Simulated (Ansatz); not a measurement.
Input and output of a field-response calculation (clamped ions) on CdSe (F-43m) from a database of computed structures (the plane-wave code Ansatz, PBE). The geometry is the r2SCAN minimum.

The input:
```yaml
crystal:
  lattice:
    - [0.0, 3.0678017005, 3.0678017005]
    - [3.0678017005, 0.0, 3.0678017005]
    - [3.0678017005, 3.0678017005, 0.0]
  atoms:
    - { symbol: Cd, position: [0.0, 0.0, 0.0] }
    - { symbol: Se, position: [0.75, 0.75, 0.75] }
kpoints:
  mp_grid: { grid: [6, 6, 6] }
hamiltonian:
  xc: pbe
scf:
  occupations: { method: fixed }
dielectric: {}
```

Command: `ansatz run input.yaml --threads 2 --pin off --max-ram 29491MiB --backend cpu --events-out ev --progress --plain --runs-dir out`. Wall time 22 s on 2 threads of AMD EPYC 7R13 Processor (Zen 3), with other jobs on the host, load about 2.2 per core; peak host memory 0.7 GiB.

The log, with set-up remarks and timings taken out:
```
Pseudopotential: Cd, paw, valence charge 20, recommended cutoff 420 eV (normal)
Pseudopotential: Se, paw, valence charge 16, recommended cutoff 420 eV (normal)
Functional definition: PBE
Crystal: 2 atoms, lattice volume = 57.745 Å³
Basis set: ecut = 420 eV, 1139 PW (Γ)
Bands: 22, of which v1, the nominal top of the filled ones, is band 18 counted from 1 (17 counted from 0)
Symmetry: 24 space group operations
k-points: 46 of 216 (irreducible under 4 space group operations, time reversal used)
SCF iter   1: HF=-13724.784384 eV  Δρ=9.24e-4  dr2=1.05e-3
SCF iter   2: HF=-13724.784885 eV  Δρ=3.49e-4  dr2=5.83e-5
SCF iter   3: HF=-13724.784926 eV  Δρ=1.47e-4  dr2=1.19e-5
SCF iter   4: HF=-13724.784938 eV  Δρ=6.82e-5  dr2=3.09e-6
SCF iter   5: HF=-13724.784955 eV  Δρ=1.84e-5  dr2=1.94e-7
SCF iter   6: HF=-13724.784955 eV  Δρ=3.64e-6  dr2=6.95e-9
SCF iter   7: HF=-13724.784955 eV  Δρ=6.62e-7  dr2=2.77e-10
SCF iter   8: HF=-13724.784955 eV  Δρ=1.43e-7  dr2=9.22e-12
SCF 1 converged in 8 iterations: F = -13724.784955 eV  dr2 = 9.22e-12
SCF 1 converged in 5 iterations: F = -13724.786732 eV  dr2 = 3.36e-9
Free energy (F): -13724.784955 eV
Fermi energy:    7.107978 eV
--- Per-component energies (eV) ---
  E_band       = -901.092465
  E_kinetic    = 623.445947
  E_local      = -6436.263279
  E_nonlocal   = -562.256451
  E_hartree    = 3057.519501
  E_xc         = -280.877417
  E_vxc        = -319.699415
  E_paw        = -5994.743135
  E_vpaw       = -321.357800
  E_ewald      = -4131.609513
--- Dielectric response (ions clamped): 3 representative field directions + reference, inside a basis on a mesh of 512 k-points ---
  ε∞ (high-frequency dielectric tensor):
        7.899629     0.000000     0.000000
        0.000000     7.899629     0.000000
        0.000000     0.000000     7.899629
  Born effective charges Z* (e; rows j = field, columns β = displacement):
    site 0:
         2.27590    0.00000    0.00000
         0.00000    2.27590    0.00000
         0.00000    0.00000    2.27590
    site 1:
        -2.27590    0.00000    0.00000
         0.00000   -2.27590    0.00000
         0.00000    0.00000   -2.27590
  ε∞ is read to err by 2.3e-2, Z* by 2.2e-2 e
```

The electronic dielectric tensor ε∞ is 7.90 in all directions. Born charges, averaged over directions: Cd +2.28, Se -2.28 e.

Spin-unpolarised throughout; all numbers are computed.
